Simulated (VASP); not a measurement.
TiSi2: single point with PBE

Crystal: TiSi2.

```
Ti Si
1.0
     0.00000    4.11752    4.26290
     2.38951    0.00000    4.26290
     2.38951    4.11752    0.00000
Ti Si
2 4
Direct
  0.75000 0.75000 0.75000
  0.50000 0.50000 0.50000
  0.41257 0.08743 0.41257
  0.08743 0.41257 0.08743
  0.16257 0.83743 0.16257
  0.83743 0.16257 0.83743
```

The cell is a database's computed one.

```json
{"Program": "VASP 6.6.1", "Task": "single point", "Functional": "PBE", "Potentials or basis": "VASP PAW PBE potentials, release 64 (Ti_sv, Si)", "Cutoff": "520 eV", "k mesh": "7 × 7 × 7", "Occupations": "gaussian, width 0.014 eV", "Spin": "no spin polarisation", "Further INCAR settings": "ALGO = Fast; EDIFF = 1e-06"}
```

```yaml
Pressure: 2.0 GPa
Largest_force: 0.013 eV/Å
Band_gap_on_the_k_mesh: none (metal or under the smearing width)
```

Forces on the atoms (eV/Å):
```
Ti   0.000  0.000  0.000
Ti   0.000  0.000  0.000
Si   0.000  0.013  0.000
Si   0.000 -0.013  0.000
Si   0.000  0.013  0.000
Si   0.000 -0.013  0.000
```

Stress tensor (GPa, compression positive):
```
2.34 0.00 0.00
0.00 0.73 0.00
0.00 0.00 2.88
```

Levels at points of the mesh, in eV from the Fermi level:
| k point | band 16 | band 17 | band 18 | band 19 | band 20 | band 21 | band 22 | band 23 | band 24 |
| --- | --- | --- | --- | --- | --- | --- | --- | --- | --- |
| (0.00, 0.00, 0.00) | -2.50 | -2.27 | -2.07 | -1.78 | -1.35 | -0.93 | 2.07 | 3.25 | 3.67 |

It took 3.5 min on 1 thread of Intel(R) Xeon(R) 6975P-C (Granite Rapids), with other jobs on the host, peak memory 0.31 GiB.
